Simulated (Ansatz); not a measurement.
Runs of Ansatz 0.2.0 on Pb. Symmetry: Fm-3m, No. 225, cubic system. Conventional cell: a = 4.950 Å, b = 4.950 Å, c = 4.950 Å, α = 90.00°, β = 90.00°, γ = 90.00°. Pb (site symmetry m-3m) is surrounded by 12 Pb at 3.50 Å. 

| task | level | potentials or basis | spin | cell | k mesh | cutoff (eV) | smearing | points for each segment of the path | other keys | gap on the mesh (eV) | pressure (GPa) |
| --- | --- | --- | --- | --- | --- | --- | --- | --- | --- | --- | --- |
| single point | BPBE | Ansatz PAW | SOC, no magnetisation | cell strained at random at fixed volume | 7 × 7 × 7 | 420 | fermi-dirac 0.05 eV | - | scf.n_extra_bands = 32; basis.ecutrho_ratio = 12 | none | 2.6 |
| band structure | revPBE+D3(BJ) | Ansatz PAW | SOC, no magnetisation | as given | 9 × 9 × 9 | 420 | gaussian 0.05 eV | 14 | scf.n_extra_bands = 32; hamiltonian.dispersion = d3bj | none | -0.6 |
| single point | RPBE+D3(BJ) | SSSP precision PAW | non-collinear, ferromagnetic start | volume scaled by 0.8 | 9 × 9 × 9 | 612 | fermi-dirac 0.025 eV | - | - | none | (a) |
| atomic charges | HSE03 | Ansatz PAW | off | as given | 7 × 7 × 7 | 420 | fermi-dirac 0.1 eV | - | - | none | 1.8 |

Problem. Fill in the values left out.

Solution. (a) -6.0.

Caveats: the PAW data sets come from PBE, with cores solved anew for the run's functional, which leaves a small shift of forces and pressure (some runs); pairwise dispersion overbinds metals, which lowers pressure and volume (some runs); the potentials were made for another functional, which shifts forces and pressure (some runs); the starting moments weren't kept (some runs); the thresholds are loose for stress (some runs).

A k mesh can miss the band edges, and rows without SOC leave out spin-orbit coupling on Pb.

A gap of «none» marks a metal or a gap under the smearing width.

Runs at the PBE level aren't shown here.
